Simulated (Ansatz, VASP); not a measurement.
## ZnS: VASP beside Ansatz

```
Zn S
1.0
     0.00000    2.64834    2.64834
     2.64834    0.00000    2.64834
     2.64834    2.64834    0.00000
Zn S
1 1
Direct
  0.00000 0.00000 0.00000
  0.75000 0.75000 0.75000
```

Alike in both runs: functional LDA; k mesh 10 × 10 × 10; occupations gaussian, width 0.02 eV; no spin polarisation.

Ansatz relaxed the structure, and its values are those at the end. VASP's run is a single point on that final structure, the one shown.

|  | VASP | Ansatz |
| --- | --- | --- |
| version | VASP 6.6.1 | Ansatz 0.2.0 |
| potentials or method | VASP PAW LDA potentials, release 64 (Zn, S) | scalar-relativistic, plane waves, PAW |
| plane-wave cutoff (eV) | 520 | 420 |
| valence electrons in the cell | 18 | 18 |

```tsv
	VASP	Ansatz	Ansatz less VASP
gap on the k mesh at the Fermi level (eV)	2.16	2.13	-0.035
least direct gap on the mesh (eV)	2.16	2.13	-0.035
pressure (GPa)	0.2	0.0	-0.24
```

Expect the measured gap to be larger: semilocal functionals such as LDA lack the derivative discontinuity.
